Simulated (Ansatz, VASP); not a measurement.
## Two plane-wave programs on SnO

```xyz
4
Lattice="3.8137 0.0000 0.0000 0.0000 3.8137 0.0000 0.0000 0.0000 4.8869" Properties=species:S:1:pos:R:3 pbc="T T T"
Sn    1.9068    0.0000    3.7367
Sn    0.0000    1.9068    1.1503
O     0.0000    0.0000    0.0000
O     1.9068    1.9068    0.0000
```

The cell is a database's computed one.

Alike in both runs: task elastic constants; functional LDA; k mesh 5 × 5 × 5; no spin polarisation.

|  | VASP | Ansatz |
| --- | --- | --- |
| version | VASP 6.6.1 | Ansatz 0.2.0 |
| potentials or method | VASP PAW LDA potentials, release 64 (Sn_d, O) | Ansatz PAW |
| plane-wave cutoff (eV) | 600 | 420 |
| occupations | fermi-dirac, width 0.05 eV | fixed |
| valence electrons in the cell | 40 | 40 |

|  | VASP | Ansatz | Ansatz less VASP |
| --- | --- | --- | --- |
| elastic constant that differs most (GPa) | 47 | 23 | -24.1 |
| Voigt bulk modulus (GPa) | 58 | 45 | -12.3 |

Caveats: the pressure holds a Pulay correction of +0.6 GPa for the finite cutoff (Ansatz); the PAW data sets come from PBE, with cores solved anew for the run's functional, which leaves a small shift of forces and pressure (Ansatz).
